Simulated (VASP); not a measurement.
Write the native input for VASP 6.6.1 that does the following.

```
Task                   : relaxation of cell and atoms
Functional             : PBEsol
Potentials or basis    : VASP PAW PBE potentials, release 64 (Ca_sv, F)
Cutoff                 : 600 eV
k mesh                 : 8 × 8 × 8
Occupations            : gaussian, width 0.03 eV
Spin                   : no spin polarisation
Further INCAR settings : ALGO = Normal; EDIFF = 1e-06; IBRION = 2; EDIFFG = -0.01; NSW = 90; ISIF = 3
```

The structure of CaF2 (Fluorite) lies in POSCAR:

```
CaF2
1.0
    0.0000000000      2.7310000000      2.7310000000
    2.7310000000      0.0000000000      2.7310000000
    2.7310000000      2.7310000000      0.0000000000
Ca F
1 2
Direct
    0.0000000000      0.0000000000      0.0000000000
    0.2500000000      0.2500000000      0.2500000000
    0.7500000000      0.7500000000      0.7500000000
```

These files were run (other wordings do the same):

INCAR

```
PREC = Accurate
ENCUT = 600
EDIFF = 1E-6
ISMEAR = 0
SIGMA = 0.03
LREAL = F
LASPH = T
NELM = 80
ALGO = Normal
ISIF = 3
LWAVE = F
LCHARG = F
GGA = PS
IBRION = 2
NSW = 90
EDIFFG = -0.01
KPAR = 2
```

KPOINTS

```
Automatic mesh
0
Gamma
  8 8 8
```

Potentials or basis: VASP PAW PBE potentials, release 64 (Ca_sv, F).

Command:

```console
$ cat potpaw_PBE.64/Ca_sv/POTCAR potpaw_PBE.64/F/POTCAR > POTCAR
$ mpirun -np 2 vasp_std > vasp.out
```

It gave:

| Property | Result |
| --- | --- |
| Relaxed volume | 13.30 Å³/atom |
| Relaxed cell | a = 3.836 Å, b = 3.836 Å, c = 3.836 Å, α = 60.00°, β = 60.00°, γ = 60.00° |
| Space group after relaxing (to 0.05 Å) | Fm-3m (No. 225) |
| Energy gained by relaxing | 1.5 meV/atom |
| Ionic steps | 2 |
| Pressure after relaxing | 0.0 GPa |
| Band gap on the k mesh | 7.21 eV, indirect (least direct gap 7.47 eV) |

Caveat: the PAW data sets were made with another functional, which shifts forces and pressure a little.

Run time: 28 s on 2 MPI ranks on Intel(R) Xeon(R) Platinum 8488C (Sapphire Rapids), on a shared host, peak memory 0.18 GiB a rank.
